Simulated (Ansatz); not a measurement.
**Phase order of Cu (relativity switched off)**

Structure types of Cu are relaxed in primitive cells with their symmetry kept at 0 GPa, first on PAW files, then by LAPW. The enthalpy is E + pV at zero temperature, without zero-point motion. Only the types listed were tried, and differences under about 5 meV/atom are mesh noise.

All numbers are PBE results (non-relativistic) from Ansatz 0.2.0, with Fermi–Dirac smearing of 0.05 eV, no spin polarisation. Methods: LAPW: all electrons, basis error target 0.5 meV/atom.

k meshes: fcc 19×19×19, bcc 20×20×20, hcp 18×18×10.

Q: Which type is lowest in enthalpy, and by how much?

A: fcc, 7 meV/atom below hcp. The whole table:

```tsv
start type	ends as	a, b, c (Å)	V (Å³/atom)	H − H(lowest), LAPW (meV/atom)
fcc	fcc, Fm-3m	3.665, 3.665, 3.665	12.31	0.0
bcc	bcc, Im-3m	2.914, 2.914, 2.914	12.37	35.3
hcp	hcp, P6_3/mmc	2.594, 2.594, 4.235	12.34	7.2
```
